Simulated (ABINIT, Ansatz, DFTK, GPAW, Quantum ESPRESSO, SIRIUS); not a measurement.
# One calculation of SiC, 6 ways

```
Si C
1.0
     3.07569    0.00000    0.00000
    -1.53785    2.66363    0.00000
     0.00000    0.00000   10.07065
Si C
4 4
Direct
  0.00000 0.00000 0.18789
  0.00000 0.00000 0.68789
  0.33333 0.66667 0.43784
  0.66667 0.33333 0.93784
  0.00000 0.00000 0.00046
  0.00000 0.00000 0.50046
  0.33333 0.66667 0.24980
  0.66667 0.33333 0.74980
```

The cell is a database's computed one, not the measured one.

Alike in all runs: task single point; functional PBE; k mesh 10 × 10 × 3; occupations fermi-dirac, width 0.05 eV; no spin polarisation; no spin-orbit coupling. Pressure is positive in compression and, in plane waves, holds the error of the finite cutoff.

```tsv
program and potentials	plane-wave cutoff (eV)	notes	pressure (GPa)
DFTK, PseudoDojo SR PBE 0.4.1 standard (PBE)	1116	-	3.89
Quantum ESPRESSO, SSSP 1.3 efficiency PBE	748	-	?
SIRIUS, PseudoDojo 0.4.1 PBE standard (scalar relativistic)	1127	-	3.90
ABINIT, JTH PAW PBE v2.0	517	-	3.37
Ansatz, all-electron LAPW, scalar-relativistic	-	-	3.93
GPAW, GPAW PAW data sets (gpaw-data 1.2.1)	800	-	5.19
```

Q: Estimate from the other rows what the run with Quantum ESPRESSO, SSSP 1.3 efficiency PBE gave.

A: Pressure 4.12 GPa. The other rows, which needn't bracket it: pressure 3.37 to 5.19.
